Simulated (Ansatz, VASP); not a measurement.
# SiO2 (SiO2 (P4_2/mnm)): VASP beside Ansatz

Aim: how closely do two programs agree when they are given the same cell, functional and k mesh? The cell is taken from a series of runs on this material, whose earlier steps may have relaxed, scaled, displaced or heated it; both programs get it as it stands.

Main program and level: Ansatz 0.2.0; plane waves, with VASP 6.6.1 beside it; PBEsol and r2SCAN.

## Step 1: The starting structure

It takes space group P4_2/mnm (No. 136, tetragonal). Conventional cell: a = 4.185 Å, b = 4.185 Å, c = 2.668 Å, α = 90.00°, β = 90.00°, γ = 90.00°. Nearest to Si lie 6 O at 1.76 to 1.81 Å. Nearest to O lie 3 Si at 1.76 to 1.81 Å. Farther neighbours and most contacts between anions are not listed.

Structure file:

```cif
data_structure
_symmetry_space_group_name_H-M 'P4_2/mnm'
_symmetry_Int_Tables_number 136
_cell_length_a 4.1848
_cell_length_b 4.1848
_cell_length_c 2.6684
_cell_angle_alpha 90.000
_cell_angle_beta 90.000
_cell_angle_gamma 90.000
_cell_volume 46.73
loop_
_atom_site_label
_atom_site_type_symbol
_atom_site_symmetry_multiplicity
_atom_site_Wyckoff_symbol
_atom_site_fract_x
_atom_site_fract_y
_atom_site_fract_z
_atom_site_occupancy
Si1 Si 2 a 0.00000 0.00000 0.00000 1
O1 O 4 f 0.30616 0.30616 0.00000 1
```

## Step 2: Ansatz: single point, PBEsol

Ansatz runs on its PAW soft_1 files.

A single point takes one fixed geometry, so differences don't come from the geometry; what else differs is listed under the comparison.

File input.yaml:

```yaml
crystal:
  lattice:
    - [0.0, 4.18479536, 2.66840475]
    - [4.18479536, 0.0, 2.66840475]
    - [4.18479536, 4.18479536, 0.0]
  atoms:
    - { symbol: Si, position: [-1.441512212115e-22, -2.790893921196e-22, 2.438100126648e-21] }
    - { symbol: Si, position: [0.5, 0.5, 0.5] }
    - { symbol: Si, position: [0.25, 0.25, 0.25] }
    - { symbol: Si, position: [0.75, 0.75, 0.75] }
    - { symbol: O, position: [4.56820498138e-06, 4.56820498138e-06, 0.3061545777952] }
    - { symbol: O, position: [0.500004568205, 0.500004568205, 0.8061545777952] }
    - { symbol: O, position: [-4.56820498138e-06, -4.56820498138e-06, 0.6938454222048] }
    - { symbol: O, position: [0.499995431795, 0.499995431795, 0.1938454222048] }
    - { symbol: O, position: [0.05616087703157, 0.4438391229684, 0.75] }
    - { symbol: O, position: [0.5561608770316, 0.9438391229684, 0.25] }
    - { symbol: O, position: [0.4438391229684, 0.05616087703157, 0.75] }
    - { symbol: O, position: [0.9438391229684, 0.5561608770316, 0.25] }
basis:
  ecutwfc: 420.0
  ecutrho_ratio: 4
  xc_grid: 2
  fft_grid_basis: typed
  precision: f64
kpoints:
  mp_grid: { grid: [2, 2, 2], shift: [0.25, 0.25, 0.25] }
hamiltonian:
  xc: pbesol
  pseudopotentials:
    kind: paw
    xc_functional: pbe
    azcp: { folder: soft_1, O: "soft_1/O.paw.azcp", Si: "soft_1/Si.paw.azcp" }
scf:
  max_iter: 100
  self_checks: high
  occupations: { method: fermi_dirac, width: 0.01 }
output:
  forces: true
checkpoint:
  write: "../host.pbesol.run"
  compress: false
  write_wavefunctions: true
  write_every: 100000
```

On the command line:

```bash
$ ansatz run input.yaml --threads 8 --pin off --max-ram 22609MiB --backend cpu --events-out ev --progress --plain --runs-dir out
```

Numbers of over 12 decimals in the logs are rounded to 6 here.

The program printed:

```text
Warning: the atoms were moved onto the symmetric positions of the space group found under crystal.symmetry.tolerance 1.0e-5 (fractional; no operation is sought that the atoms, as they stand in a round, miss by more than twice it, and no atom is moved by as much as it), and the run uses the moved positions. Before a round's move an operation carried an atom to 4.88e-5 Å from where it should land, the largest such dist [...]
Warning: crystal.symmetry: narrowed to the stabiliser of the k-point mesh — unitary ops 32 → 8; excluded 24 operations that carry the 2×2×2 mesh (shift [0.25, 0.25, 0.25]) neither onto itself nor onto its reverse (the run samples exactly the mesh kpoints.mp_grid names, as under crystal.symmetry.detect: false, and its converged state has the mesh's symmetry, not the crystal's; ε∞, the Born charges and the force consta [...]
Engine: ansatz 0.2.0, aarch64-unknown-linux-gnu
Pseudopotentials: kind: paw
Pseudopotential: Si, paw, valence charge 4, recommended cutoff 420 eV (normal), soft_1/Si.paw.azcp
Pseudopotential: O, paw, valence charge 6, recommended cutoff 420 eV (normal), soft_1/O.paw.azcp
Functional definition: PBEsol
  exchange = pbesol_x
  correlation = pbesol_c
Crystal: 12 atoms, lattice volume = 93.461 Å³
Basis set: ecut = 420 eV, 1833 PW (Γ), exchange–correlation on 72×72×80 points (8 copies of the dense FFT grid, shifted against one another)
Bands: 44, of which v1, the nominal top of the filled ones, is band 32 counted from 1 (31 counted from 0)
Symmetry: 8 space group operations
k-points: 6 of 8
Non-local potential: Si, projectors of the file, l = 0: 2, l = 1: 2, l = 2: 1
Non-local potential: O, projectors of the file, l = 0: 2, l = 1: 2, l = 2: 1
PAW form: soft (Blöchl's): semilocal exchange-correlation on the pseudo side does not see the compensation charge
PAW frozen core: Si, regenerated for the run's functional, and the local potential with it (the file was generated under x = pbe(κ = 0.804, μ = 0.219515), c = pbe(β = 0.066725))
PAW frozen core: O, regenerated for the run's functional, and the local potential with it (the file was generated under x = pbe(κ = 0.804, μ = 0.219515), c = pbe(β = 0.066725))
PAW one-centre angular grid: Si, 110 points (default); XC on 64 Gauss nodes
PAW one-centre angular grid: O, 110 points (default); XC on 64 Gauss nodes
Initial density: superposition of atomic densities (chi_scale 0.1, normalization cell, long waves kept (reshape's long-wave potential 0.00 eV rms))
Initial wavefunctions: pseudopotential atomic-orbital guess
Functional: x = pbesol(κ = 0.804, μ = 0.123457), c = pbesol(β = 0.046)
SCF iter   1: F=—  HF=-6989.458897 eV  |F-HF|=—  |Δ(HF+E_count)|=         —  Δρ=1.36e-1  dr2=1.40e1  ethr=3.10e-3  ⟨swp⟩=8.3  Hψ=1407  notcnv=0  defer=7
preconditioner: auto → Resta (q_TF=auto, 2.561 Å⁻¹)  ε∞=3.5  [insulator: Δε(μ)=6.964 eV  Ē_g=19.484 eV  σ=0.010 eV  W_gap=1.00  n_scr=18 (ndim 8)  ℏωp=30.7 eV  f_vac=0.000  D(μ)=0.00/eV (n_scr^D=0)  ε∞_Penn≈3.5]
SCF iter   2: F=—  HF=-6985.704583 eV  |F-HF|=—  |Δ(HF+E_count)|=    3.75e0  Δρ=4.62e-2  dr2=8.71e-1  ethr=3.10e-3  ⟨swp⟩=3.0  Hψ=565  notcnv=0  defer=39
SCF iter   3: F=—  HF=-6985.631741 eV  |F-HF|=—  |Δ(HF+E_count)|=   7.28e-2  Δρ=2.21e-2  dr2=1.88e-1  ethr=1.36e-3  ⟨swp⟩=2.0  Hψ=255  notcnv=0  defer=39
SCF iter   4: F=—  HF=-6985.632339 eV  |F-HF|=—  |Δ(HF+E_count)|=   5.98e-4  Δρ=1.30e-3  dr2=9.48e-4  ethr=2.93e-4  ⟨swp⟩=3.3  Hψ=399  notcnv=0  defer=39
SCF iter   5: F=—  HF=-6985.633235 eV  |F-HF|=—  |Δ(HF+E_count)|=   8.96e-4  Δρ=1.91e-4  dr2=3.85e-5  ethr=1.48e-6  ⟨swp⟩=2.2  Hψ=451  notcnv=0  defer=39
SCF iter   6: F=—  HF=-6985.633150 eV  |F-HF|=—  |Δ(HF+E_count)|=   8.52e-5  Δρ=7.05e-5  dr2=3.26e-6  ethr=6.01e-8  ⟨swp⟩=2.0  Hψ=407  notcnv=0  defer=39
SCF iter   7: F=—  HF=-6985.633150 eV  |F-HF|=—  |Δ(HF+E_count)|=   2.78e-8  Δρ=6.05e-5  dr2=2.26e-6  ethr=5.09e-9  ⟨swp⟩=2.0  Hψ=417  notcnv=0  defer=39
SCF iter   8: F=-6985.633149 eV  HF=-6985.633149 eV  |F-HF|=2.74e-8  |Δ(HF+E_count)|=   5.66e-7  Δρ=9.18e-6  dr2=5.45e-8  ethr=1.56e-10  ⟨swp⟩=14.5  Hψ=1698  notcnv=0
SCF 1 converged in 8 iterations: F = -6985.633149 eV  dr2 = 5.45e-8
  greatest PAW one-centre occupation: 0.857 electrons in one spin orbital (limit 2), on the O atom at site 7 (counted from 0), in its partial waves of l = 0
SCF converged after 8 iterations
Free energy (F): -6985.633149 eV
Harris-Foulkes:  -6985.633149 eV  (|F-HF|=2.74e-8)
Internal energy: -6985.633149 eV  (E = F + TS)
E sigma→0 (E₀):  -6985.633149 eV
Fermi energy:    13.282269 eV
--- Per-component energies (eV) ---
  E_band       = 121.319489
  E_kinetic    = 1570.288884
  E_local      = -2403.235670  (includes V_loc(G=0)·N_el)
  E_nonlocal   = 503.294166
  E_hartree    = 875.098521
  E_xc         = -802.059358
  E_vxc        = -935.275603  (∫ρ·V_xc dr)
  E_paw        = -3255.178995  (= ΣΔE_a)
  E_vpaw       = -363.952049  (= ΣTr[D̂ρ^β])
  E_aug_tail   = 0.006334  (compensation charges beyond the density's cutoff)
  E_ewald      = -3474.255578
  E_core_change = 0.408546  (= ΣΔE_core)
  E_smearing   = -0.000000  (= −TS)
  E_closure    = -0.000000  (closes the sum)
  Σ components = -6985.633149   (vs F -6985.633149, Δ=0.00e0)
--- Forces (eV/Å), atoms counted from 1 ---
  atom   1  Si    -0.00000000    -0.00000000    -0.00000000
  atom   2  Si    -0.00000000    -0.00000000    -0.00000000
  atom   3  Si     0.00000000     0.00000000     0.00000000
  atom   4  Si     0.00000000     0.00000000     0.00000000
  atom   5  O     -0.02083813    -0.02083813     0.00121442
  atom   6  O     -0.02083813    -0.02083813     0.00121442
  atom   7  O      0.02083813     0.02083813    -0.00121442
  atom   8  O      0.02083813     0.02083813    -0.00121442
  atom   9  O      0.01980748    -0.01980748     0.00000000
  atom  10  O      0.01980748    -0.01980748     0.00000000
  atom  11  O     -0.01980748     0.01980748     0.00000000
  atom  12  O     -0.01980748     0.01980748     0.00000000
  max |Σ_I F_I| component: 1.39e-17 eV/Å
--- Band table (eV; the first three rows and the last of 6) ---
  k-point 0: bands = [... 28 lower, 8.8925, 9.3483, 9.4521, 10.3084, 16.2562, 17.3262, 17.6250, 17.6546, ... 8 higher]
  k-point 1: bands = [... 28 lower, 8.5506, 8.6800, 9.2597, 9.4080, 18.2151, 18.3380, 19.1504, 19.9887, ... 8 higher]
  k-point 2: bands = [... 28 lower, 8.5409, 8.8817, 9.2411, 9.5646, 18.0947, 18.3865, 19.4412, 19.4658, ... 8 higher]
  k-point 5: bands = [... 28 lower, 8.6659, 8.9900, 9.2223, 9.7705, 17.7572, 18.2262, 18.8873, 19.5090, ... 8 higher]
```

In the SCF lines HF is the Harris–Foulkes energy and dr2 the Hartree energy of the density residual, in eV; the loop may stop once dr2 is under the threshold and the program's other checks hold. Hψ counts applications of the Hamiltonian.

## Step 3: VASP: single point, PBEsol

The same cell, functional, mesh and smearing now go to VASP, with its own data sets.

Lines of VASP's logs that name or quote its potential files are left out, and so is its time.

File INCAR:

```
SYSTEM = SiO2
PREC = Accurate
ENCUT = 520
EDIFF = 1E-06
NELM = 120
ISMEAR = -1
SIGMA = 0.01
LREAL = .FALSE.
ALGO = Normal
GGA = PS
NBANDS = 44
LORBIT = 11
LWAVE = .FALSE.
LCHARG = .FALSE.
ISIF = 2
ISYM = 2
LASPH = .TRUE.
GGA_COMPAT = .FALSE.
EFERMI = MIDGAP
KPAR = 4
```

File POSCAR:

```
SiO2
1.0
    0.0000000000      4.1847953600      2.6684047500
    4.1847953600      0.0000000000      2.6684047500
    4.1847953600      4.1847953600      0.0000000000
Si O
4 8
Direct
    0.0000000000      0.0000000000      0.0000000000
    0.5000000000      0.5000000000      0.5000000000
    0.2500000000      0.2500000000      0.2500000000
    0.7500000000      0.7500000000      0.7500000000
    1.0000000000      1.0000000000      0.3061600115
    0.5000000000      0.5000000000      0.8061600115
    0.0000000000      0.0000000000      0.6938399885
    0.5000000000      0.5000000000      0.1938399885
    0.0561600115      0.4438399885      0.7500000000
    0.5561600115      0.9438399885      0.2500000000
    0.4438399885      0.0561600115      0.7500000000
    0.9438399885      0.5561600115      0.2500000000
```

File KPOINTS:

```
Points of the shifted mesh
8
Reciprocal
 0.1250000000  0.1250000000  0.1250000000 1
 0.1250000000  0.1250000000  0.6250000000 1
 0.1250000000  0.6250000000  0.1250000000 1
 0.1250000000  0.6250000000  0.6250000000 1
 0.6250000000  0.1250000000  0.1250000000 1
 0.6250000000  0.1250000000  0.6250000000 1
 0.6250000000  0.6250000000  0.1250000000 1
 0.6250000000  0.6250000000  0.6250000000 1
```

Potentials, in the order of the species: Si and O (PBE family, release 64).

On the command line:

```bash
$ mpirun -np 8 vasp_std
```

The program printed:

```text
[banner, memory and clock lines left out]
running    8 mpi-ranks, on    1 nodes
 distrk:  each k-point on    2 cores,    4 groups
 distr:  one band on    1 cores,    2 groups

 POSCAR found type information on POSCAR SiO
 POSCAR found :  2 types and      12 ions
|                                                                             |
|           W    W    AA    RRRRR   N    N  II  N    N   GGGG   !!!           |
|           W    W   A  A   R    R  NN   N  II  NN   N  G    G  !!!           |
|           W    W  A    A  R    R  N N  N  II  N N  N  G       !!!           |
|           W WW W  AAAAAA  RRRRR   N  N N  II  N  N N  G  GGG   !            |
|           WW  WW  A    A  R   R   N   NN  II  N   NN  G    G                |
|           W    W  A    A  R    R  N    N  II  N    N   GGGG   !!!           |
|                                                                             |
|     For optimal performance we recommend to set                             |
|       NCORE = 2 up to number-of-cores-per-socket                            |
|     NCORE specifies how many cores store one orbital (NPAR=cpu/NCORE).      |
|     This setting can greatly improve the performance of VASP for DFT.       |
|     The default, NCORE=1 might be grossly inefficient on modern             |
|     multi-core architectures or massively parallel machines. Do your        |
|     Unfortunately you need to use the default for GW and RPA                |
|     calculations (for HF NCORE is supported but not extensively tested      |
|     yet).                                                                   |
|                                                                             |

|                                                                             |
|               ----> ADVICE to this user running VASP <----                  |
|                                                                             |
|     You enforced a specific xc type in the INCAR file but a different       |
|     [... a line on the potential file left out ...]
|     I HOPE YOU KNOW WHAT YOU ARE DOING!                                     |
|                                                                             |

 LDA part: xc-table for (Slater+PW92), standard interpolation
 POSCAR, INCAR and KPOINTS ok, starting setup
 FFT: planning ... GRIDC
 FFT: planning ... GRID_SOFT
 FFT: planning ... GRID
 WAVECAR not read
 entering main loop
       N       E                     dE             d eps       ncg     rms          rms(c)
DAV:   1     0.311644254359E+03    0.31164E+03   -0.35980E+04   704   0.142E+03
DAV:   2    -0.906972603275E+02   -0.40234E+03   -0.39065E+03   864   0.314E+02
DAV:   3    -0.106233946822E+03   -0.15537E+02   -0.15467E+02   896   0.628E+01
DAV:   4    -0.106362205648E+03   -0.12826E+00   -0.12811E+00   880   0.651E+00
DAV:   5    -0.106363522010E+03   -0.13164E-02   -0.13161E-02   860   0.632E-01    0.242E+01
DAV:   6    -0.979722519606E+02    0.83913E+01   -0.29023E+01   824   0.258E+01    0.116E+01
DAV:   7    -0.979238033413E+02    0.48449E-01   -0.10955E+00   848   0.471E+00    0.420E+00
DAV:   8    -0.979072455748E+02    0.16558E-01   -0.38702E-02   848   0.132E+00    0.147E+00
DAV:   9    -0.979077368504E+02   -0.49128E-03   -0.10284E-02   876   0.697E-01    0.349E-01
DAV:  10    -0.979079520060E+02   -0.21516E-03   -0.68338E-04   864   0.151E-01    0.522E-02
DAV:  11    -0.979079173958E+02    0.34610E-04   -0.17072E-04   860   0.675E-02    0.145E-02
DAV:  12    -0.979079180398E+02   -0.64396E-06   -0.64416E-06   848   0.134E-02
   1 F= -.97907918E+02 E0= -.97907918E+02  d E =0.000000E+00
```

OUTCAR, selected parts (step 3):

```text
ion  position               nearest neighbor table
   1  0.000  0.000  0.000-   9 1.76  10 1.76  11 1.76  12 1.76   5 1.81   7 1.81   2 2.67   2 2.67

  LATTYP: Found a body centered tetragonal cell.
 ALAT       =     5.9181943539
 C/A-ratio  =     0.9017631360

 Subroutine GETGRP returns: Found 16 space group operations
 (whereof  8 operations were pure point group operations)

The static configuration has the point symmetry D_2h.
 The point group associated with its full space group is D_4h.

   k-points           NKPTS =      8   k-points in BZ     NKDIM =      8   number of bands    NBANDS=     44

   dimension x,y,z NGX =    40 NGY =   40 NGZ =   48
   dimension x,y,z NGXF=    80 NGYF=   80 NGZF=   96

   ENCUT  =  520.0 eV  38.22 Ry    6.18 a.u.   9.23  9.23 11.00*2*pi/ulx,y,z

   NELECT =      64.0000    total number of electrons

 k-points in reciprocal lattice and weights: Points of the shifted mesh
   0.12500000  0.12500000  0.12500000       0.125
   0.12500000  0.12500000  0.62500000       0.125
   0.12500000  0.62500000  0.12500000       0.125
   0.12500000  0.62500000  0.62500000       0.125
   0.62500000  0.12500000  0.12500000       0.125
   0.62500000  0.12500000  0.62500000       0.125
   0.62500000  0.62500000  0.12500000       0.125
   0.62500000  0.62500000  0.62500000       0.125

 average (electrostatic) potential at core
       1 -80.9382       2 -80.9382       3 -80.9382       4 -80.9382       5 -66.7416
       6 -66.7416       7 -66.7416       8 -66.7416       9 -66.7416      10 -66.7416
      11 -66.7416      12 -66.7416

 E-fermi :  10.9953

 k-point     1 :       0.1250    0.1250    0.1250
  band No.  band energies     occupation
    ...
     28       6.4667      2.00000
     29       6.6051      2.00000
     30       7.0627      2.00000
     31       7.1663      2.00000
     32       8.0212      2.00000
     33      13.9693      0.00000
     34      15.0131      0.00000
     35      15.3213      0.00000
     36      15.3510      0.00000
     37      16.6462      0.00000
    ...

 k-point     2 :       0.1250    0.1250    0.6250
  band No.  band energies     occupation
    ...
     28       6.0992      2.00000
     29       6.2584      2.00000
     30       6.3899      2.00000
     31       6.9722      2.00000
     32       7.1197      2.00000
     33      15.9209      0.00000
     34      16.0402      0.00000
     35      16.8580      0.00000
     36      17.6904      0.00000
     37      18.4208      0.00000
    ...

 k-point     3 :       0.1250    0.6250    0.1250
  band No.  band energies     occupation
    ...
     28       6.0067      2.00000
     29       6.2496      2.00000
     30       6.5924      2.00000
     31       6.9533      2.00000
     32       7.2765      2.00000
     33      15.8021      0.00000
     34      16.0880      0.00000
     35      17.1415      0.00000
     36      17.1757      0.00000
     37      18.0530      0.00000
    ...

  Total        1.7696278      1.7696278      2.7825828     -0.0000000      0.0000000      0.0000000
  in kB       30.3362826     30.3362826     47.7011154     -0.0000000      0.0000000      0.0000000
  external PRESSURE =      36.1245602 kB  Pullay stress =       0.0000000 kB

  energy-cutoff  :      520.00
  volume of cell :       93.46
      direct lattice vectors                 reciprocal lattice vectors
     0.000000000  4.184795360  2.668404750    -0.119480155  0.119480155  0.187377871
     4.184795360  0.000000000  2.668404750     0.119480155 -0.119480155  0.187377871
     4.184795360  4.184795360  0.000000000     0.119480155  0.119480155 -0.187377871

 POSITION                                       TOTAL-FORCE (eV/Angst)
 -----------------------------------------------------------------------------------
      0.00000      0.00000      0.00000         0.000000      0.000000     -0.000000
      4.18480      4.18480      2.66840         0.000000      0.000000     -0.000000
      2.09240      2.09240      1.33420         0.000000      0.000000     -0.000000
      6.27719      6.27719      4.00261         0.000000      0.000000     -0.000000
      1.28122      1.28122      0.00000        -0.045800     -0.045800      0.000000
      5.46601      5.46601      2.66840        -0.045800     -0.045800     -0.000000
      2.90358      2.90358      0.00000         0.045800      0.045800     -0.000000
      2.90358      2.90358      2.66840         0.045800      0.045800      0.000000
      4.99598      3.37361      1.33420         0.045800     -0.045800     -0.000000
      4.99598      3.37361      4.00261         0.045800     -0.045800     -0.000000
      3.37361      4.99598      1.33420        -0.045800      0.045800     -0.000000
      3.37361      4.99598      4.00261        -0.045800      0.045800     -0.000000
 -----------------------------------------------------------------------------------
    total drift:                               -0.000000     -0.000000      0.000000

  FREE ENERGIE OF THE ION-ELECTRON SYSTEM (eV)
  ---------------------------------------------------
  free  energy   TOTEN  =       -97.9079180398 eV

  energy  without entropy=      -97.9079180398  energy(sigma->0) =      -97.90791804

 total charge
# of ion       s       p       d       tot
------------------------------------------
    1        0.591   0.881   0.000   1.472
    2        0.591   0.881   0.000   1.472
    3        0.591   0.881   0.000   1.472
    4        0.591   0.881   0.000   1.472
    5        1.544   3.675   0.000   5.219
    6        1.544   3.675   0.000   5.219
    7        1.544   3.675   0.000   5.219
    8        1.544   3.675   0.000   5.219
    9        1.544   3.675   0.000   5.219
   10        1.544   3.675   0.000   5.219
   11        1.544   3.675   0.000   5.219
   12        1.544   3.675   0.000   5.219
--------------------------------------------------
tot         14.719  32.921   0.000  47.640

[... 3 further parts left out ...]
```

The run ends at a pressure of 3.61 GPa, with forces up to 0.065 eV/Å.

[end of part 1 of 2]

[Lines on the potential files, build, host, timing and source positions are cut from VASP's logs without a mark.]

[Logs are printed without paths, hosts, clocks, repeated set-up lines and the standing remarks that a program may print on its own settings, such as how far it seeks lower states.]

[Hosts, paths, dates, database ids (printed as entryN), source tags and the programs' standing remarks are cut or masked in the printed files.]
